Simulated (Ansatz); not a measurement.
# GaN (P6_3mc): the host for defect calculations, part 2 of 3

Before any defect goes in: GaN (P6_3mc) at rest, and how it screens a charge.

Ansatz 0.2.0; plane-wave PAW DFT, PBEsol; relaxation of the host's cell and atoms; PAW set soft_1 (the session's first sound run).

So far. Step 3 (Dielectric tensors of the host): The principal values of the electronic dielectric tensor are 5.83, 5.83 and 6.02. The principal values of the static dielectric tensor are 10.10, 10.10 and 11.18.

## Step 4: Defect free supercell relaxed in its symmetry

This cell, the one that will hold the defects, is built from the relaxed host. Its coarser k-points can move the atoms a little, so it is relaxed from the symmetric sites, as the reference for the test of stability.

This step: plane-wave PAW DFT, PBEsol; relaxation of the defect-free supercell in its symmetry; PAW set soft_1 (Ansatz 0.2.0).

System of this step: GaN (P6_3mc). The cell holds 72 atoms: 36 Ga and 36 N. Its edges and angles: a = 9.549 Å, b = 9.549 Å, c = 10.371 Å, α = 90.0°, β = 90.0°, γ = 120.0°.

The input, pristine.symmetric/input.yaml:

```yaml
crystal:
  lattice:
    - [9.5485853641, 0.0, 0.0]
    - [-4.774292682, 8.2693174955, 0.0]
    - [0.0, 0.0, 10.3709235306]
  atoms:
    - { symbol: Ga, position: [0.2222222222, 0.1111111111, 0.2495896206] }
    - { symbol: Ga, position: [0.1111111111, 0.2222222222, 0.4995896206] }
    - { symbol: "N", position: [0.2222222222, 0.1111111111, 0.4379103794] }
    - { symbol: "N", position: [0.1111111111, 0.2222222222, 0.1879103794] }
    - { symbol: Ga, position: [0.2222222222, 0.1111111111, 0.7495896206] }
    - { symbol: Ga, position: [0.1111111111, 0.2222222222, 0.9995896206] }
    - { symbol: "N", position: [0.2222222222, 0.1111111111, 0.9379103794] }
    - { symbol: "N", position: [0.1111111111, 0.2222222222, 0.6879103794] }
    - { symbol: Ga, position: [0.2222222222, 0.4444444444, 0.2495896206] }
    - { symbol: Ga, position: [0.1111111111, 0.5555555556, 0.4995896206] }
    - { symbol: "N", position: [0.2222222222, 0.4444444444, 0.4379103794] }
    - { symbol: "N", position: [0.1111111111, 0.5555555556, 0.1879103794] }
    - { symbol: Ga, position: [0.2222222222, 0.4444444444, 0.7495896206] }
    - { symbol: Ga, position: [0.1111111111, 0.5555555556, 0.9995896206] }
    - { symbol: "N", position: [0.2222222222, 0.4444444444, 0.9379103794] }
    - { symbol: "N", position: [0.1111111111, 0.5555555556, 0.6879103794] }
    - { symbol: Ga, position: [0.2222222222, 0.7777777778, 0.2495896206] }
    - { symbol: Ga, position: [0.1111111111, 0.8888888889, 0.4995896206] }
    - { symbol: "N", position: [0.2222222222, 0.7777777778, 0.4379103794] }
    - { symbol: "N", position: [0.1111111111, 0.8888888889, 0.1879103794] }
    - { symbol: Ga, position: [0.2222222222, 0.7777777778, 0.7495896206] }
    - { symbol: Ga, position: [0.1111111111, 0.8888888889, 0.9995896206] }
    - { symbol: "N", position: [0.2222222222, 0.7777777778, 0.9379103794] }
    - { symbol: "N", position: [0.1111111111, 0.8888888889, 0.6879103794] }
    - { symbol: Ga, position: [0.5555555556, 0.1111111111, 0.2495896206] }
    - { symbol: Ga, position: [0.4444444444, 0.2222222222, 0.4995896206] }
    - { symbol: "N", position: [0.5555555556, 0.1111111111, 0.4379103794] }
    - { symbol: "N", position: [0.4444444444, 0.2222222222, 0.1879103794] }
    - { symbol: Ga, position: [0.5555555556, 0.1111111111, 0.7495896206] }
    - { symbol: Ga, position: [0.4444444444, 0.2222222222, 0.9995896206] }
    - { symbol: "N", position: [0.5555555556, 0.1111111111, 0.9379103794] }
    - { symbol: "N", position: [0.4444444444, 0.2222222222, 0.6879103794] }
    - { symbol: Ga, position: [0.5555555556, 0.4444444444, 0.2495896206] }
    - { symbol: Ga, position: [0.4444444444, 0.5555555556, 0.4995896206] }
    - { symbol: "N", position: [0.5555555556, 0.4444444444, 0.4379103794] }
    - { symbol: "N", position: [0.4444444444, 0.5555555556, 0.1879103794] }
    - { symbol: Ga, position: [0.5555555556, 0.4444444444, 0.7495896206] }
    - { symbol: Ga, position: [0.4444444444, 0.5555555556, 0.9995896206] }
    - { symbol: "N", position: [0.5555555556, 0.4444444444, 0.9379103794] }
    - { symbol: "N", position: [0.4444444444, 0.5555555556, 0.6879103794] }
    - { symbol: Ga, position: [0.5555555556, 0.7777777778, 0.2495896206] }
    - { symbol: Ga, position: [0.4444444444, 0.8888888889, 0.4995896206] }
    - { symbol: "N", position: [0.5555555556, 0.7777777778, 0.4379103794] }
    - { symbol: "N", position: [0.4444444444, 0.8888888889, 0.1879103794] }
    - { symbol: Ga, position: [0.5555555556, 0.7777777778, 0.7495896206] }
    - { symbol: Ga, position: [0.4444444444, 0.8888888889, 0.9995896206] }
    - { symbol: "N", position: [0.5555555556, 0.7777777778, 0.9379103794] }
    - { symbol: "N", position: [0.4444444444, 0.8888888889, 0.6879103794] }
    - { symbol: Ga, position: [0.8888888889, 0.1111111111, 0.2495896206] }
    - { symbol: Ga, position: [0.7777777778, 0.2222222222, 0.4995896206] }
    - { symbol: "N", position: [0.8888888889, 0.1111111111, 0.4379103794] }
    - { symbol: "N", position: [0.7777777778, 0.2222222222, 0.1879103794] }
    - { symbol: Ga, position: [0.8888888889, 0.1111111111, 0.7495896206] }
    - { symbol: Ga, position: [0.7777777778, 0.2222222222, 0.9995896206] }
    - { symbol: "N", position: [0.8888888889, 0.1111111111, 0.9379103794] }
    - { symbol: "N", position: [0.7777777778, 0.2222222222, 0.6879103794] }
    - { symbol: Ga, position: [0.8888888889, 0.4444444444, 0.2495896206] }
    - { symbol: Ga, position: [0.7777777778, 0.5555555556, 0.4995896206] }
    - { symbol: "N", position: [0.8888888889, 0.4444444444, 0.4379103794] }
    - { symbol: "N", position: [0.7777777778, 0.5555555556, 0.1879103794] }
    - { symbol: Ga, position: [0.8888888889, 0.4444444444, 0.7495896206] }
    - { symbol: Ga, position: [0.7777777778, 0.5555555556, 0.9995896206] }
    - { symbol: "N", position: [0.8888888889, 0.4444444444, 0.9379103794] }
    - { symbol: "N", position: [0.7777777778, 0.5555555556, 0.6879103794] }
    - { symbol: Ga, position: [0.8888888889, 0.7777777778, 0.2495896206] }
    - { symbol: Ga, position: [0.7777777778, 0.8888888889, 0.4995896206] }
    - { symbol: "N", position: [0.8888888889, 0.7777777778, 0.4379103794] }
    - { symbol: "N", position: [0.7777777778, 0.8888888889, 0.1879103794] }
    - { symbol: Ga, position: [0.8888888889, 0.7777777778, 0.7495896206] }
    - { symbol: Ga, position: [0.7777777778, 0.8888888889, 0.9995896206] }
    - { symbol: "N", position: [0.8888888889, 0.7777777778, 0.9379103794] }
    - { symbol: "N", position: [0.7777777778, 0.8888888889, 0.6879103794] }
basis:
  ecutwfc: 420
  xc_grid: 2
hamiltonian:
  xc: pbesol
  pseudopotentials: { kind: paw, azcp: { folder: soft_1 }, xc_functional: pbe }
kpoints:
  mp_grid: { grid: [1, 1, 1] }
scf:
  occupations: { method: fermi_dirac, width: 0.01 }
  max_iter: 100
  lower_state_search: "off"
output:
  forces: true
relax:
  f_tol: 0.015
  max_steps: 60
  escape_saddle: false
checkpoint:
  write: "../pristine.symmetric.run"
  compress: false
  write_wavefunctions: false
  write_every: 100000
```

Run with:

```
ansatz run input.yaml --threads 32 --pin off --max-ram 84787MiB --backend cuda --events-out ev --progress --plain --runs-dir out --max-vram 78GiB
```

Numbers of over 12 decimals in the logs are rounded to 6 here.

Log:

```text
[...]
device memory: the entry about to start is reckoned to put 3.3 GiB on a device that reports 173.7 GiB free (of which the cap on the GPU budget leaves the run 78.0 GiB)
GPU FFT provider: cuFFT
GPU libraries: cuBLAS 13.8.1, cuFFT 12.4.0, cuSOLVER 12.3.2
GPU matrix products: emulated (plane waves: as basis.precision tells), large ones in fixed point in workspaces of 1.00 GiB
Crystal: 72 atoms, lattice volume = 818.891 Å³
Basis set: ecut = 420 eV, 15995 PW (Γ), exchange–correlation on 128×128×144 points (8 copies of the dense FFT grid, shifted against one another)
Bands: 396, of which v1, the nominal top of the filled ones, is band 324 counted from 1 (323 counted from 0)
Symmetry: 216 space group operations
[...]
k-points: 1
[...]
GPU buffer pool allocated for 294912 grid points (all kernels)
GPU transforms: local potential and band sums: pruned to the plane-wave sphere, on 64×64×72
[...]
SCF iter   1: F=—  HF=-148439.882456 eV  |Δ(HF+E_count)|=         —  Δρ=1.07e-1  dr2=8.15e1  Hψ=1221
[...]
SCF iter   9: F=-148417.012370 eV  HF=-148417.012370 eV  |Δ(HF+E_count)|=   2.76e-6  Δρ=2.22e-6  dr2=3.93e-8  Hψ=1048
SCF 1 converged in 9 iterations: F = -148417.012370 eV  dr2 = 3.93e-8
[...]
relax step   1: F+E_penalty+E_count = -148417.01237017 eV  Δ(F+E_penalty+E_count) = +0.000e0 eV  max|allowed force component| = 1.398e-2 eV/Å  Δτ_max = 0.0000 Å  (9 SCF iters, dr2 threshold 5.63e-6 eV, accepted)
[...]
SCF iter   3: F=-148417.012370 eV  HF=-148417.012370 eV  |Δ(HF+E_count)|=   1.01e-8  Δρ=6.13e-7  dr2=2.63e-9  Hψ=1226
SCF 2 converged in 3 iterations: F = -148417.012370 eV  dr2 = 2.63e-9
relax step   2: F+E_penalty+E_count = -148417.01237040 eV  Δ(F+E_penalty+E_count) = -2.332e-7 eV  max|allowed force component| = 1.398e-2 eV/Å  Δτ_max = 0.0000 Å  (3 SCF iters, accepted)
SCF converged after 3 iterations
Free energy (F): -148417.012370 eV
[...]
Internal energy: -148417.012370 eV  (E = F + TS)
E sigma→0 (E₀):  -148417.012370 eV
Fermi energy:    10.619373 eV
[...]
--- Forces (eV/Å), atoms counted from 1 ---
  atom   1  Ga    -0.00000000     0.00000000     0.01397951
  atom   2  Ga    -0.00000000     0.00000000     0.01397951
  atom   3  N     -0.00000000     0.00000000    -0.01397577
  atom   4  N      0.00000000     0.00000000    -0.01397577
  atom   5  Ga    -0.00000000     0.00000000     0.01397951
  atom   6  Ga    -0.00000000     0.00000000     0.01397951
  [... 66 more lines of this table ...]
  max |Σ_I F_I| component: 1.35e-4 eV/Å
--- Relaxed structure (2 steps of the walk, 2 accepted, 0 SCFs on fresh bases) ---
  F+E_penalty+E_count = -148417.01237040 eV   max|allowed force component| = 1.398e-2 eV/Å
  atoms:
    - { symbol: Ga, position: [0.222222, 0.111111, 0.2495896206] }
    - { symbol: Ga, position: [0.111111, 0.222222, 0.499590] }
    - { symbol: N, position: [0.222222, 0.111111, 0.4379103794] }
    - { symbol: N, position: [0.111111, 0.222222, 0.1879103794] }
    - { symbol: Ga, position: [0.222222, 0.111111, 0.7495896206] }
    - { symbol: Ga, position: [0.111111, 0.222222, 0.999590] }
  [... 66 more lines of this table ...]
```

Wall time 2.2 s (1 × NVIDIA GB200 with 32 threads of Arm Neoverse V2, shared host); peak memory 1 GiB.

Hardly anything moved in the relaxation; the energy changed by under 0.2 meV an atom.

## Step 5: Defect free supercell relaxed from displaced atoms

This step: plane-wave PAW DFT, PBEsol; relaxation of the defect-free supercell from random displacements, a test of the host's stability; PAW set soft_1 (Ansatz 0.2.0).

pristine.rattled/input.yaml, as its differences from pristine.symmetric/input.yaml of step 4:

```diff
@@ -94,6 +94,6 @@
   f_tol: 0.015
-  max_steps: 60
-  escape_saddle: false
+  max_steps: 120
+  random_displacement: { amplitude: 0.06, seed: 3283 }
 checkpoint:
-  write: "../pristine.symmetric.run"
+  write: "../pristine.rattled.run"
   compress: false
```

Log:

```text
[...]
Crystal: 72 atoms, lattice volume = 818.891 Å³
Basis set: ecut = 420 eV, 15995 PW (Γ), exchange–correlation on 128×128×144 points (8 copies of the dense FFT grid, shifted against one another)
Bands: 396, of which v1, the nominal top of the filled ones, is band 324 counted from 1 (323 counted from 0)
Symmetry: 1 space group operations
k-points: 1
[...]
SCF iter   1: F=—  HF=-148437.816933 eV  |Δ(HF+E_count)|=         —  Δρ=1.08e-1  dr2=8.26e1  Hψ=1220
[...]
SCF iter   2: F=—  HF=-148417.101898 eV  |Δ(HF+E_count)|=    2.07e1  Δρ=4.72e-2  dr2=9.97e0  Hψ=783
[...]
SCF iter   9: F=-148414.717493 eV  HF=-148414.717494 eV  |Δ(HF+E_count)|=   1.44e-5  Δρ=1.42e-5  dr2=1.56e-6  Hψ=1243
SCF 1 converged in 9 iterations: F = -148414.717493 eV  dr2 = 1.56e-6
[...]
relax step   1: F+E_penalty+E_count = -148414.71749340 eV  Δ(F+E_penalty+E_count) = +0.000e0 eV  max|allowed force component| = 1.817e0 eV/Å  Δτ_max = 0.0000 Å  (9 SCF iters, dr2 threshold 5.63e-6 eV, accepted)
[...]
relax step   2: F+E_penalty+E_count = -148416.38643126 eV  Δ(F+E_penalty+E_count) = -1.669e0 eV  max|allowed force component| = 9.196e-1 eV/Å  Δτ_max = 0.0622 Å  (6 SCF iters, dr2 threshold 1.00e-4 eV, accepted)
relax step   3: F+E_penalty+E_count = -148417.01254823 eV  Δ(F+E_penalty+E_count) = -6.261e-1 eV  max|allowed force component| = 1.573e-2 eV/Å  Δτ_max = 0.0525 Å  (6 SCF iters, dr2 threshold 5.29e-5 eV, accepted)
relax step   4: F+E_penalty+E_count = -148417.01255123 eV  Δ(F+E_penalty+E_count) = -2.995e-6 eV  max|allowed force component| = 1.512e-2 eV/Å  Δτ_max = 0.0000 Å  (4 SCF iters, accepted)
[...]
SCF iter   1: F=—  HF=-148417.010084 eV  |Δ(HF+E_count)|=         —  Δρ=1.67e-4  dr2=7.95e-5  Hψ=792
[...]
SCF iter   2: F=—  HF=-148417.012677 eV  |Δ(HF+E_count)|=   2.59e-3  Δρ=8.30e-5  dr2=2.06e-5  Hψ=456
[...]
SCF iter   5: F=-148417.012674 eV  HF=-148417.012674 eV  |Δ(HF+E_count)|=   2.20e-8  Δρ=2.01e-6  dr2=4.08e-8  Hψ=1187
SCF 5 converged in 5 iterations: F = -148417.012674 eV  dr2 = 4.08e-8
[...]
relax step   5: F+E_penalty+E_count = -148417.01267370 eV  Δ(F+E_penalty+E_count) = -1.225e-4 eV  max|allowed force component| = 2.080e-4 eV/Å  Δτ_max = 0.0010 Å  (5 SCF iters, accepted)
SCF converged after 5 iterations
Free energy (F): -148417.012674 eV
[...]
Internal energy: -148417.012674 eV  (E = F + TS)
E sigma→0 (E₀):  -148417.012674 eV
Fermi energy:    10.619875 eV
[...]
--- Forces (eV/Å), atoms counted from 1 ---
  atom   1  Ga    -0.00004075     0.00007354    -0.00011388
  atom   2  Ga     0.00000925    -0.00004457     0.00020444
  atom   3  N      0.00000788     0.00002192     0.00003166
  atom   4  N      0.00002961    -0.00009794     0.00006794
  atom   5  Ga    -0.00001536    -0.00002061    -0.00004105
  atom   6  Ga     0.00009359     0.00009879     0.00014196
  [... 66 more lines of this table ...]
  max |Σ_I F_I| component: 2.54e-4 eV/Å
--- Relaxed structure (5 steps of the walk, 5 accepted, 0 SCFs on fresh bases) ---
  F+E_penalty+E_count = -148417.01267370 eV   max|allowed force component| = 2.080e-4 eV/Å
  atoms:
    - { symbol: Ga, position: [0.222112, 0.111374, 0.249375] }
    - { symbol: Ga, position: [0.111002, 0.222487, 0.499375] }
    - { symbol: N, position: [0.222111, 0.111374, 0.437580] }
    - { symbol: N, position: [0.111002, 0.222487, 0.187579] }
    - { symbol: Ga, position: [0.222113, 0.111374, 0.749376] }
    - { symbol: Ga, position: [0.111003, 0.222485, 0.999374] }
  [... 66 more lines of this table ...]
```

The job ended after 5.1 s (1 × NVIDIA GB200 with 32 threads; peak memory 1.1 GiB).

The steps of the relaxation:

| step | energy less that of the first step (eV) | largest force component (eV/Å) |
| --- | --- | --- |
| 1 | 0.0000 | 1.8167 |
| 2 | -1.6689 | 0.9196 |
| 3 | -2.2951 | 0.0157 |
| 4 | -2.2951 | 0.0151 |
| 5 | -2.2952 | 0.0002 |

The relaxation ends 32 meV an atom lower than the displaced start, with a largest force component of 2.1e-4 eV/Å.

## Step 6: Host on a dense mesh

This step: plane-wave PAW DFT, PBEsol; single point of the defect-free host, a test of the k-point sampling; PAW set soft_1 (Ansatz 0.2.0).

System of this step: GaN (P6_3mc). The structure is hexagonal, space group P6_3mc (No. 186). Conventional cell: a = 3.183 Å, b = 3.183 Å, c = 5.185 Å, α = 90.00°, β = 90.00°, γ = 120.00°. Nearest to Ga lie 4 N at 1.95 Å. N has 4 Ga at 1.95 Å nearest. Farther neighbours and most contacts between anions are not listed.

The input, dense/input.yaml:

```yaml
crystal:
  lattice:
    - [3.182861788, 0.0, 0.0]
    - [-1.591430894, 2.7564391652, 0.0]
    - [0.0, 0.0, 5.1854617653]
  atoms:
    - { symbol: Ga, position: [0.6666666667, 0.3333333333, 0.4991792411] }
    - { symbol: Ga, position: [0.3333333333, 0.6666666667, 0.9991792411] }
    - { symbol: "N", position: [0.6666666667, 0.3333333333, 0.8758207589] }
    - { symbol: "N", position: [0.3333333333, 0.6666666667, 0.3758207589] }
basis:
  ecutwfc: 420
  xc_grid: 2
hamiltonian:
  xc: pbesol
  pseudopotentials: { kind: paw, azcp: { folder: soft_1 }, xc_functional: pbe }
kpoints:
  mp_grid: { grid: [10, 10, 6] }
scf:
  occupations: { method: fermi_dirac, width: 0.01 }
  max_iter: 100
  lower_state_search: "off"
checkpoint:
  write: "../dense.run"
  compress: false
  write_wavefunctions: false
  write_every: 100000
```

Run with:

```
ansatz run input.yaml --threads 32 --pin off --max-ram 84787MiB --backend cpu --events-out ev --progress --plain --runs-dir out
```

Log:

```text
[...]
Crystal: 4 atoms, lattice volume = 45.494 Å³
Basis set: ecut = 420 eV, 893 PW (Γ), exchange–correlation on 48×48×72 points (8 copies of the dense FFT grid, shifted against one another)
Bands: 22, of which v1, the nominal top of the filled ones, is band 18 counted from 1 (17 counted from 0)
Symmetry: 12 space group operations
[...]
k-points: 56 of 600 (time reversal used)
[...]
SCF iter   1: F=—  HF=-8246.860127 eV  |Δ(HF+E_count)|=         —  Δρ=1.04e-1  dr2=4.20e0  Hψ=4966
[...]
SCF iter   9: F=-8245.700525 eV  HF=-8245.700525 eV  |Δ(HF+E_count)|=   1.36e-7  Δρ=2.05e-6  dr2=1.75e-9  Hψ=2733
SCF 1 converged in 9 iterations: F = -8245.700525 eV  dr2 = 1.75e-9
[...]
SCF converged after 9 iterations
Free energy (F): -8245.700525 eV
[...]
Internal energy: -8245.700525 eV  (E = F + TS)
E sigma→0 (E₀):  -8245.700525 eV
Fermi energy:    10.550315 eV
[...]
```

Elapsed: 0.84 s, on 32 threads; peak memory 0.23 GiB; 6.9 s of CPU time.

## Step 7: Defect free supercell at the zone centre

The supercell is run at the zone centre, to see how far that sampling misses the dense mesh.

System of this step: GaN (P6_3mc). The cell holds 72 atoms: 36 Ga and 36 N. Its edges and angles: a = 9.549 Å, b = 9.549 Å, c = 10.371 Å, α = 90.0°, β = 90.0°, γ = 120.0°.

pristine.sampling_gamma/input.yaml, as its differences from pristine.rattled/input.yaml of step 5:

```diff
@@ -90,10 +90,4 @@
   lower_state_search: "off"
-output:
-  forces: true
-relax:
-  f_tol: 0.015
-  max_steps: 120
-  random_displacement: { amplitude: 0.06, seed: 3283 }
 checkpoint:
-  write: "../pristine.rattled.run"
+  write: "../pristine.sampling_gamma.run"
   compress: false
```

Run with:

```
ansatz run input.yaml --threads 32 --pin off --max-ram 84787MiB --backend cuda --events-out ev --progress --plain --runs-dir out --max-vram 78GiB
```

Log:

```text
[...]
GPU FFT provider: cuFFT
GPU libraries: cuBLAS 13.8.1, cuFFT 12.4.0, cuSOLVER 12.3.2
[...]
Crystal: 72 atoms, lattice volume = 818.891 Å³
Basis set: ecut = 420 eV, 15995 PW (Γ), exchange–correlation on 128×128×144 points (8 copies of the dense FFT grid, shifted against one another)
Bands: 396, of which v1, the nominal top of the filled ones, is band 324 counted from 1 (323 counted from 0)
Symmetry: 216 space group operations
[...]
k-points: 1
[...]
GPU buffer pool allocated for 294912 grid points (all kernels)
[...]
SCF iter   1: F=—  HF=-148439.882453 eV  |Δ(HF+E_count)|=         —  Δρ=1.07e-1  dr2=8.15e1  Hψ=1221
[...]
SCF iter   5: F=—  HF=-148416.998548 eV  |Δ(HF+E_count)|=   2.32e-2  Δρ=2.66e-3  dr2=3.38e-2  Hψ=655
automatic band count: iteration 5 solves 375 bands in place of 396: the levels show a gap, and the empty bands left out lie too high to hold charge; the band table lists the bands solved (type scf.n_extra_bands for more)
SCF iter   6: F=—  HF=-148417.011900 eV  |Δ(HF+E_count)|=   1.34e-2  Δρ=8.45e-4  dr2=4.02e-3  Hψ=656
[...]
SCF iter  10: F=-148417.012370 eV  HF=-148417.012370 eV  |Δ(HF+E_count)|=   1.68e-8  Δρ=4.56e-7  dr2=1.32e-9  Hψ=1024
SCF 1 converged in 10 iterations: F = -148417.012370 eV  dr2 = 1.32e-9
[...]
SCF converged after 10 iterations
Free energy (F): -148417.012370 eV
[...]
Internal energy: -148417.012370 eV  (E = F + TS)
E sigma→0 (E₀):  -148417.012370 eV
Fermi energy:    10.619380 eV
[...]
```

Elapsed: 1.8 s, on 1 × NVIDIA GB200 with 32 threads; peak memory 0.93 GiB.

(Part 2 of 3 ends here.)

[Logs are printed without paths, hosts, clocks, repeated set-up lines and the standing remarks that a program may print on its own settings, such as how far it seeks lower states.]

[Hosts, paths, dates, database ids (printed as entryN), source tags and the programs' standing remarks are cut or masked in the printed files.]

[Runs of the host that timed out are not shown.]

[For some hosts the program warned that the k-mesh of the response run may be too coarse for force constants and the static dielectric constant; such warnings are not always shown.]

[The program warned that the k-mesh of a response run behind this text may be too coarse: force constants, and the static dielectric constant and all else formed from them, are not shown converged.]
